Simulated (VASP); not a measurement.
# Ni2H (P-3m1) in VASP: further runs

One crystal, Ni2H, is run at these levels: r2SCAN; tasks: single point.

Everything below comes from runs of VASP 6.6.1. Logs are shortened: lines on timing, memory, paths and dates and some standing lists are left out, and cuts for length are marked.

### Step 1. Starting point

It takes space group P-3m1 (No. 164, trigonal). The conventional cell has a = 2.643 Å, b = 2.643 Å, c = 4.308 Å, α = 90.00°, β = 90.00°, γ = 120.00°. Around Ni (site symmetry 3m) lie 3 H at 1.83 Å. H (site symmetry -3m) has 6 Ni at 1.83 Å as nearest neighbours.

### Step 2. Single point, r2SCAN, collinear spin, ferromagnetic start

INCAR reads:

```
SYSTEM = Ni2H
ADDGRID  = .FALSE.      
ALGO     = Normal         ! electronic algorithm
EDIFF    = 1E-6           ! SCF threshold, eV
ENCUT    = 400            ! plane-wave cutoff, eV
ISIF     = 2              ! what is computed and relaxed
ISMEAR   = 0              ! smearing method
ISPIN    = 2              ! spin polarisation
LASPH    = .TRUE.         ! aspherical terms in the spheres
LCHARG   = .FALSE.        ! write CHGCAR
LMAXMIX  = 4              ! l up to which the mixer works
LMIXTAU  = .TRUE.       
LORBIT   = 11             ! projections on sites
LREAL    = .FALSE.        ! projectors in reciprocal space
LWAVE    = .FALSE.        ! write WAVECAR
MAGMOM   = 1 1 0          ! initial moments
METAGGA  = R2SCAN         ! meta-GGA
NBANDS   = 22             ! bands
NELM     = 100            ! most SCF steps
PREC     = Accurate       ! precision mode
SIGMA    = 0.05           ! smearing width, eV
```

KPOINTS reads:

```
k-points
0
G
  7 7 4
  0 0 0
```

POSCAR reads:

```
Ni2H
1.0
    2.6430000000      0.0000000000      0.0000000000
   -1.3215000000      2.2889051422      0.0000000000
    0.0000000000      0.0000000000      4.3080000000
Ni H
2 1
Direct
    0.6666666667      0.3333333333      0.7670000000
    0.3333333333      0.6666666667      0.2330000000
    0.0000000000      0.0000000000      0.0000000000
```

Potentials or basis: VASP PAW PBE potentials, release 64 (Ni, H_s).

Started as:

```
$ cat potpaw_PBE.64/Ni/POTCAR potpaw_PBE.64/H_s/POTCAR > POTCAR
$ mpirun -np 1 vasp_std > vasp.out
```

OUTCAR:

```text
SYSTEM = Ni2H
   EDIFF = 1E-6
   ENCUT = 400
   ISIF = 2
   ISMEAR = 0
   ISPIN = 2
   LASPH = .TRUE.
   LORBIT = 11
   LREAL = .FALSE.
   METAGGA = R2SCAN
   NELM = 100
   PREC = Accurate

 Found     28 irreducible k-points:

 Following reciprocal coordinates:
            Coordinates               Weight
  0.000000  0.000000  0.000000      1.000000
  0.142857  0.000000  0.000000      6.000000
  0.285714  0.000000  0.000000      6.000000
  0.428571  0.000000  0.000000      6.000000
  0.142857  0.142857  0.000000      6.000000
  0.285714  0.142857  0.000000     12.000000
   k-points           NKPTS =     28   k-points in BZ     NKDIM =     28   number of bands    NBANDS=     22
   number of dos      NEDOS =    301   number of ions     NIONS =      3
   total plane-waves  NPLWV =   9072
   dimension x,y,z NGX =    18 NGY =   18 NGZ =   28
   dimension x,y,z NGXF=    36 NGYF=   36 NGZF=   56
   ions per type =               2   1
   NGX,Y,Z   is equivalent  to a cutoff of  11.32, 11.32, 10.81 a.u.
   NGXF,Y,Z  is equivalent  to a cutoff of  22.64, 22.64, 21.61 a.u.
 SYSTEM =  Ni2H
   PREC   = accura    normal or accurate (medium, high low for compatibility)
   ISTART =      0    job   : 0-new  1-cont  2-samecut
   ICHARG =      2    charge: 1-file 2-atom 10-const
   ISPIN  =      2    spin polarized calculation?
   LNONCOLLINEAR =      F non collinear calculations
   LSORBIT =      F    spin-orbit coupling
   LASPH  =      T    aspherical Exc in radial PAW
   ENCUT  =  400.0 eV  29.40 Ry    5.42 a.u.   4.31  4.31  7.03*2*pi/ulx,y,z
   NELM   =    100;   NELMIN=  2; NELMDL= -5     # of ELM steps
   EDIFF  = 0.1E-05   stopping-criterion for ELM
   LREAL  =      F    real-space projection
   EDIFFG = 0.1E-04   stopping-criterion for IOM
   NSW    =      0    number of steps for IOM
   IBRION =     -1    ionic relax: 0-MD 1-quasi-New 2-CG
   NFREE  =      0    steps in history (QN), initial steepest desc. (CG)
   ISIF   =      2    stress and relaxation
   ISYM   =      2    0-nonsym 1-usesym 2-fastsym
   POTIM  = 0.5000    time-step for ionic-motion
   TEBEG  =    0.0;   TEEND  =   0.0 temperature during run
   PSTRESS=    0.0 pullay stress
   NELECT =      21.0000    total number of electrons
   NUPDOWN=      -1.0000    fix difference up-down
   EMIN   =  10.00;   EMAX   =-10.00  energy-range for DOS
   EFERMI =   0.00;   METHOD = LEGACY
   ISMEAR =     0;   SIGMA  =   0.05  broadening in eV -4-tet -1-fermi 0-gaus
   EFERMI_NEDOS =   21; number of points for ismear=-14 and -15
   IALGO  =     38    algorithm
   IMIX   =      4    mixing-type and parameters
     AMIX     =   0.40;   BMIX     =  1.00
     AMIX_MAG =   1.60;   BMIX_MAG =  1.00
  volume/ion in A,a.u.               =       8.69        58.62
  Fermi-wavevector in a.u.,A,eV,Ry     =   1.523401  2.878811 31.575750  2.320752
  Thomas-Fermi vector in A             =   2.631850
   LORBIT       =     11    0 simple, 1 ext, 2 COOP (PROOUT), +10 PAW based schemes
   METAGGA = R2SCAN    functional components
   LHFCALC =     F    Hartree Fock is set to
   AEXX    =    0.0000 exact exchange contribution
   IVDW    =     0    specifies the selected vdW correction
   LEPSILON=     F    determine dielectric tensor
   LRPA    =     F    only Hartree local field effects (RPA)
 spin polarized calculation
 Gauss-broadening in eV      SIGMA  =   0.05
  energy-cutoff  :      400.00
  volume of cell :       26.06
 maximum number of plane-waves:       494
 NGX is ok and might be reduce to    18
   NGX =  9   NGY =  9   NGZ = 15

 number of electron      20.9999985 magnetization       0.8571356

 Free energy of the ion-electron system (eV)
  ---------------------------------------------------
  ext. energy  EPLUGINS =         0.00000000
  ---------------------------------------------------
  free energy    TOTEN  =       -26.94565964 eV

  energy without entropy =      -26.93980401  energy(sigma->0) =      -26.94273182

 E-fermi :   7.7590     XC(G=0): -13.6024

 val. band max:        7.7510608732   @ k =   0.4286   0.0000   0.5000
 cond. band min:       7.7624222625   @ k =   0.2857   0.2857   0.5000
 fundamental gap:      0.0113613892
 Fermi energy:         7.7589509784

 spin component 1

 k-point     1 :       0.0000    0.0000    0.0000
  band No.  band energies     occupation
      1      -3.5274      1.00000
      2       3.1756      1.00000
      3       5.2920      1.00000
      4       5.4961      1.00000
      5       5.4964      1.00000
      6       5.6730      1.00000
[... 14 lines left out ...]
     21      33.1542      0.00000
     22      35.7718      0.00000

 k-point     2 :       0.1429    0.0000    0.0000
  band No.  band energies     occupation
      1      -2.9876      1.00000
      2       3.5506      1.00000
      3       4.5349      1.00000
      4       5.3775      1.00000
      5       5.6203      1.00000
      6       5.7004      1.00000
[... 14 lines left out ...]
     21      33.3447      0.00000
     22      33.5955      0.00000

 k-point     3 :       0.2857    0.0000    0.0000
  band No.  band energies     occupation
      1      -1.5663      1.00000
      2       3.8048      1.00000
      3       4.1618      1.00000
      4       5.0709      1.00000
      5       5.4838      1.00000
      6       5.6517      1.00000
[... 14 lines left out ...]
     21      32.6813      0.00000
     22      33.7976      0.00000

 k-point     4 :       0.4286    0.0000    0.0000
  band No.  band energies     occupation
      1      -0.1037      1.00000
      2       3.4737      1.00000
      3       4.0814      1.00000
      4       5.1465      1.00000
      5       5.4770      1.00000
      6       5.5922      1.00000
[... 14 lines left out ...]
     21      32.0630      0.00000
     22      34.6686      0.00000

 k-point     5 :       0.1429    0.1429    0.0000
  band No.  band energies     occupation
      1      -2.0014      1.00000
      2       4.0302      1.00000
      3       4.0930      1.00000
      4       5.0233      1.00000
      5       5.3996      1.00000
      6       5.7350      1.00000
[... 14 lines left out ...]
     21      32.7801      0.00000
     22      34.0316      0.00000

 k-point     6 :       0.2857    0.1429    0.0000
  band No.  band energies     occupation
      1      -0.5143      1.00000
      2       3.7415      1.00000
      3       4.3124      1.00000
      4       4.8678      1.00000
      5       5.4074      1.00000
      6       5.6124      1.00000
[... 14 lines left out ...]
     21      35.6282      0.00000
     22      36.4112      0.00000

 [... further k-points ...]

 spin component 2

 k-point     1 :       0.0000    0.0000    0.0000
  band No.  band energies     occupation
      1      -3.6369      1.00000
      2       3.6229      1.00000
      3       5.2933      1.00000
      4       6.1125      1.00000
      5       6.1126      1.00000
      6       6.3857      1.00000
[... 14 lines left out ...]
     21      33.1713      0.00000
     22      35.8019      0.00000

 k-point     2 :       0.1429    0.0000    0.0000
  band No.  band energies     occupation
      1      -3.0910      1.00000
      2       4.0397      1.00000
      3       4.6923      1.00000
      4       5.9576      1.00000
      5       6.2369      1.00000
      6       6.2678      1.00000
[... 14 lines left out ...]
     21      33.4114      0.00000
     22      33.7136      0.00000

 k-point     3 :       0.2857    0.0000    0.0000
  band No.  band energies     occupation
      1      -1.6402      1.00000
      2       4.0569      1.00000
      3       4.7091      1.00000
      4       5.5738      1.00000
      5       6.0979      1.00000
      6       6.1391      1.00000
[... 14 lines left out ...]
     21      32.7350      0.00000
     22      33.8518      0.00000

 k-point     4 :       0.4286    0.0000    0.0000
  band No.  band energies     occupation
      1      -0.0959      1.00000
      2       3.7398      1.00000
      3       4.6121      1.00000
      4       5.5207      1.00000
      5       5.9065      1.00000
      6       6.0439      1.00000
[... 14 lines left out ...]
     21      32.1254      0.00000
     22      34.7567      0.00000

 k-point     5 :       0.1429    0.1429    0.0000
  band No.  band energies     occupation
      1      -2.0875      1.00000
      2       4.2469      1.00000
      3       4.6534      1.00000
      4       5.5473      1.00000
      5       5.9342      1.00000
      6       6.2428      1.00000
[... 14 lines left out ...]
     21      32.8586      0.00000
     22      34.0904      0.00000

 k-point     6 :       0.2857    0.1429    0.0000
  band No.  band energies     occupation
      1      -0.5413      1.00000
      2       4.0109      1.00000
      3       4.8613      1.00000
      4       5.3152      1.00000
      5       5.8279      1.00000
      6       6.1718      1.00000
[... 14 lines left out ...]
     21      35.6443      0.00000
     22      36.4706      0.00000

 [... further k-points ...]

------------------------ aborting loop because EDIFF is reached ----------------------------------------

  FORCE on cell =-STRESS in cart. coord.  units (eV):
  Direction    XX          YY          ZZ          XY          YZ          ZX
  --------------------------------------------------------------------------------------
  -------------------------------------------------------------------------------------
  Total       -2.6710578     -2.6710578     -2.2696218      0.0000000      0.0000000      0.0000000
  in kB     -164.2075860   -164.2075860   -139.5286596      0.0000000      0.0000000      0.0000000
  external PRESSURE =    -155.9812772 kB  Pullay stress =       0.0000000 kB

 VOLUME and BASIS-vectors are now :
 -----------------------------------------------------------------------------
  energy-cutoff  :      400.00
  volume of cell :       26.06
      direct lattice vectors                 reciprocal lattice vectors
     2.643000000  0.000000000  0.000000000     0.378357927  0.218445051  0.000000000
    -1.321500000  2.288905142  0.000000000     0.000000000  0.436890102  0.000000000
     0.000000000  0.000000000  4.308000000     0.000000000  0.000000000  0.232126277

 POSITION                                       TOTAL-FORCE (eV/Angst)
 -----------------------------------------------------------------------------------
      1.32150      0.76297      3.30424         0.000000      0.000000     -1.097564
     -0.00000      1.52594      1.00376        -0.000000     -0.000000      1.097564
      0.00000      0.00000      0.00000        -0.000000      0.000000      0.000000
 -----------------------------------------------------------------------------------
    total drift:                                0.000000     -0.000000      0.000000

  FREE ENERGIE OF THE ION-ELECTRON SYSTEM (eV)
  ---------------------------------------------------
  free  energy   TOTEN  =       -26.9456596352 eV

  energy  without entropy=      -26.9398040127  energy(sigma->0) =      -26.94273182

 total charge

# of ion       s       p       d       tot
------------------------------------------
    1        0.422   0.457   8.392   9.270
    2        0.422   0.457   8.392   9.270
    3        0.698   0.084   0.000   0.781
--------------------------------------------------
tot          1.541   0.997  16.784  19.321

 magnetization (x)

# of ion       s       p       d       tot
------------------------------------------
    1       -0.005  -0.017   0.476   0.454
    2       -0.005  -0.017   0.476   0.454
    3       -0.002  -0.005   0.000  -0.007
--------------------------------------------------
tot         -0.012  -0.039   0.952   0.902
```

Wall time 2.3 min (1 thread of Intel Xeon Platinum 8175M at 2.50GHz (Skylake/Cascade Lake), shared host); peak memory 0.14 GiB.

The run converged, but some of its settings lie outside the range that counts as converged, so its numbers aren't taken as properties of the crystal.

Results:

| Item | Value |
| --- | --- |
| Free energy | -26.9457 eV |
| Pressure | -15.6 GPa |
| Largest force | 1.098 eV/Å |
| Band gap on the k mesh | none (metal or under the smearing width) |
| Net moment | 0.86 μB per cell |
| Site moments | Ni +0.45; H -0.01 μB |
| Valence electrons inside the program's atomic spheres | Ni 9.27; H 0.78 |

Caveat: the k mesh is coarse (spacing up to 0.39 Å⁻¹), so the values aren't converged; the PAW data sets were made with another functional, which shifts forces and pressure a little.

(Part 1 of 2 ends here.)
